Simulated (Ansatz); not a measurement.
# TePb (wurtzite type): the cost of one run

Computed with Ansatz 0.2.0 (DFT, PBE, PAW with Ansatz's default frozen-core files, scalar-relativistic, unless a step's input says otherwise).

## 1. The system as given

The structure is hexagonal, space group P6_3mc (No. 186). Conventional cell: a = 4.397 Å, b = 4.397 Å, c = 7.167 Å, α = 90.00°, β = 90.00°, γ = 120.00°. Pb (site symmetry 3m) has 4 Te at 2.69 Å as nearest neighbours. Te (site symmetry 3m) has 4 Pb at 2.69 Å as nearest neighbours.

Structure file:

```xyz
4
Lattice="4.3970 0.0000 0.0000 -2.1985 3.8079 0.0000 0.0000 0.0000 7.1671" Properties=species:S:1:pos:R:3 pbc="T T T"
Pb    0.0000    2.5386    0.0000
Pb    2.1985    1.2693    3.5835
Te    0.0000    2.5386    2.6948
Te    2.1985    1.2693    6.2784
```

Whether this phase is the stable one at these pressures isn't tested.

Atoms are numbered in the order of the input: Pb1, Pb2, Te3, Te4.

## 2. Cell relaxed at zero pressure, PAW

input.yaml

```yaml
crystal:
  lattice:
    - [4.3969784454, 0.0, 0.0]
    - [-2.1984892227, 3.8078950336, 0.0]
    - [0.0, 0.0, 7.1670748659]
  atoms:
    - { symbol: Pb, position: [0.3333333333, 0.6666666667, 0.0] }
    - { symbol: Pb, position: [0.6666666667, 0.3333333333, 0.5] }
    - { symbol: Te, position: [0.3333333333, 0.6666666667, 0.376] }
    - { symbol: Te, position: [0.6666666667, 0.3333333333, 0.876] }
kpoints:
  mp_grid: { grid: [8, 8, 5] }
scf:
  occupations: { method: fermi_dirac, width: 0.1 }
hamiltonian:
  xc: pbe
  pseudopotentials: { kind: paw }
output:
  forces: true
  stress: true
relax:
  f_tol: 0.005
  max_steps: 40
  cell: {}
```

Started as:

```
$ ansatz run input.yaml --threads 1 --pin off --max-ram 3072MiB --backend cpu --events-out ev --progress --plain --runs-dir out
```

**Question.** How long does this run take on 1 thread of Intel Xeon Platinum 8488C (Sapphire Rapids), shared host, and how much memory does it need?

About 2.4 min, with a peak of 0.5 GiB.
